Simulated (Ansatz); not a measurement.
# SnO₂ (R-3m), a vibration from a frozen displacement

The calculation used DFT r2SCAN, scalar-relativistic, plane waves, PAW (Ansatz 0.2.0). The runs took a 500 eV cutoff, a Γ-centred 6×6×6 mesh and Gaussian smearing (0.05 eV). No spin polarisation. Energies are free energies at this smearing, counted from the undisturbed cell; pressure is positive in compression.

Reference structure (relaxed at this level; this form isn't the usual structure):

```yaml
crystal:
  lattice:
    - [0.00000, 3.70617, 4.35495]
    - [-3.20964, -1.85309, 4.35495]
    - [3.20964, -1.85309, 4.35495]
  atoms:
    - { symbol: Sn, position: [0.50000, 0.50000, 0.50000] }
    - { symbol: Sn, position: [0.50000, 0.00000, 0.00000] }
    - { symbol: Sn, position: [0.00000, 0.00000, 0.50000] }
    - { symbol: Sn, position: [0.00000, 0.50000, 0.00000] }
    - { symbol: O, position: [0.24125, 0.24125, 0.24125] }
    - { symbol: O, position: [0.24125, 0.74125, 0.74125] }
    - { symbol: O, position: [0.74125, 0.74125, 0.24125] }
    - { symbol: O, position: [0.74125, 0.24125, 0.74125] }
    - { symbol: O, position: [0.75875, 0.75875, 0.75875] }
    - { symbol: O, position: [0.75875, 0.25875, 0.25875] }
    - { symbol: O, position: [0.25875, 0.25875, 0.75875] }
    - { symbol: O, position: [0.25875, 0.75875, 0.25875] }
```

The cell holds layers and no dispersion correction was added, so their binding is poorly described.

Atom 1 (Sn) is moved by x along the Cartesian unit vector (0.000, 0.000, 1.000); the cell and all other atoms stay fixed. The cell's volume is 155.41 Å³; the moved atoms weigh 118.710 u together and the others 484.122 u.

| x (Å) | ΔE (meV/cell) | total force on the moved atoms along the move (eV/Å) | pressure (GPa) |
| --- | --- | --- | --- |
| -0.3000 | 509.16 | 3.2020 | 0.8777 |
| -0.1800 | 190.01 | 2.0689 | 0.3430 |
| -0.0600 | 21.49 | 0.7147 | 0.0543 |
| 0.0000 | 0.00 | 0.0000 | 0.0174 |
| 0.1200 | 85.39 | -1.4106 | 0.1642 |
| 0.2400 | 332.55 | -2.6716 | 0.5839 |

What frequency belongs to this motion?

The force constant is k = −dF/dx = 11.859 eV/Å², from the parabola through x = -0.0600, 0 and 0.1200. In every cell the moved atoms swing against the rest, so the mass is μ = m₁m₂/(m₁ + m₂) = 95.334 u, and ν̃ = 521.5 cm⁻¹ × √(|k|/μ) = 184 cm⁻¹. The pattern needn't be a normal mode: ν̃² is then a weighted mean of the squared nonzero frequencies at the zone centre of this cell, taken without macroscopic field, so it lies between the lowest and the highest of them.

How far does the harmonic law reach?

At x = -0.300 Å, kx²/2 = 533.67 meV against the computed 509.16 meV (-4.6 %): the well is still close to harmonic there.

Cost: 6 runs of about 6 core-minutes in all, on Arm Neoverse V1 (shared hosts).

The restoring force reflects the Sn–O bonds within a layer: as tin moves along the layer normal, it approaches the three oxygens on one side and recedes from the three on the other. Because tin sits at an inversion centre, the odd terms in the energy cancel, and the first departure from a parabola is quartic. Its sign is negative, as the ratio of force to displacement falls steadily with amplitude in both directions. This softening probably arises because the stretched bonds weaken while the shortened ones turn towards the layer plane and resist the motion less directly.

The pressure also rises on both sides of the minimum, so the force constant must decrease as the cell expands, as expected for bonds that loosen when lengthened. Since only one of four equivalent tin atoms moves, the pattern mixes the uniform motion of the tin sublattice with zone-boundary motions of the primitive cell, and 184 cm⁻¹ should not be assigned to a single infrared or Raman line.
